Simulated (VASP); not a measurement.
Crystal: ZnS (Wurtzite-2H).

```
Zn S
1.0
     3.81100    0.00000    0.00000
    -1.90550    3.30042    0.00000
     0.00000    0.00000    6.23400
Zn S
2 2
Cartesian
  1.9055 1.1001 3.1170
  0.0000 2.2003 0.0000
  1.9055 1.1001 5.5171
  0.0000 2.2003 2.4001
```

```yaml
Program: VASP 6.6.1
Task: relaxation of cell and atoms
Functional: PBE
Potentials_or_basis: VASP PAW PBE potentials, release 54 (Zn, S)
Cutoff: 600 eV
k_mesh: 8 × 8 × 5
Occupations: fermi-dirac, width 0.05 eV
Spin: no spin polarisation
```

At the start: pressure 2.5 GPa; volume 19.60 Å³/atom.

Question: Where does the relaxation end?

Answer: Over 10 steps the energy falls by 9.8 meV/atom and the volume is 20.20 Å³/atom (+3.0 %); space group P6_3mc (No. 186, to 0.05 Å).

The path:
```csv
step,energy change (eV),largest force (eV/Å),pressure (GPa),volume (Å³)
1,0.0000,0.3225,2.49,78.41
2,-0.0316,0.0914,-0.83,81.91
3,-0.0329,0.1291,-0.21,81.29
4,-0.0329,0.1248,-0.32,81.36
5,-0.0361,0.0678,-0.13,81.11
6,-0.0376,0.0134,-0.02,80.89
7,-0.0357,0.1079,0.46,80.44
8,-0.0377,0.0098,0.06,80.79
9,-0.0391,0.0054,0.12,80.78
10,-0.0391,0.0082,0.12,80.78
```

Final structure:
```
Zn S
1.0
     3.84578    0.00000    0.00000
    -1.92289    3.33055    0.00000
     0.00000    0.00000    6.30681
Zn S
2 2
Direct
  0.66667 0.33333 0.50512
  0.33333 0.66667 0.00512
  0.66667 0.33333 0.87988
  0.33333 0.66667 0.37988
```
